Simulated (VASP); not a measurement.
Ba: electric field gradients with LDA

The system is Ba.

```
Ba
1.0
     1.95500   -3.65000    0.00000
     1.95500    3.65000    0.00000
     0.00000    0.00000    5.70000
Ba
1
Cartesian
  0.0000 0.0000 0.0000
```

This isn't the form of Ba at room conditions, which is bcc.

```
Program                : VASP 6.6.1
Task                   : electric field gradients
Functional             : LDA
Potentials or basis    : VASP PAW LDA potentials, release 64 (Ba_sv)
Cutoff                 : 520 eV
k mesh                 : 12 × 12 × 7
Occupations            : fermi-dirac, width 0.08 eV
Spin                   : no spin polarisation
Dipole correction      : no
Further INCAR settings : ALGO = Fast; EDIFF = 1e-08; NBANDS = 11
```

```yaml
Pressure: -0.3 GPa
Band_gap_on_the_k_mesh: none (metal or under the smearing width)
```

Stress tensor (GPa, compression positive):
```
 1.36  0.00  0.00
 0.00 -0.02  0.00
 0.00  0.00 -2.29
```

Levels at points of the mesh, in eV from the Fermi level:
| k point | band 2 | band 3 | band 4 | band 5 | band 6 | band 7 | band 8 | band 9 |
| --- | --- | --- | --- | --- | --- | --- | --- | --- |
| (0.00, 0.00, 0.00) | -14.33 | -13.85 | -13.76 | -2.36 | -0.04 | 1.45 | 2.42 | 3.11 |
| (0.50, 0.00, 0.00) | -14.68 | -14.18 | -14.03 | -0.76 | 0.58 | 1.36 | 1.81 | 3.17 |
| (0.50, 0.50, 0.00) | -14.57 | -14.22 | -13.89 | -0.76 | 0.59 | 1.08 | 1.46 | 3.65 |

Electric field gradients, principal values (V/Å²):
```csv
atom,Vxx,Vyy,Vzz
1 Ba,-12.262,-13.117,25.379
```

Wall time 120 s on 1 thread of Intel(R) Xeon(R) Platinum 8488C (Sapphire Rapids) (shared host), peak memory 0.27 GiB.

Spin-orbit coupling is left out, which matters for the levels of Ba.
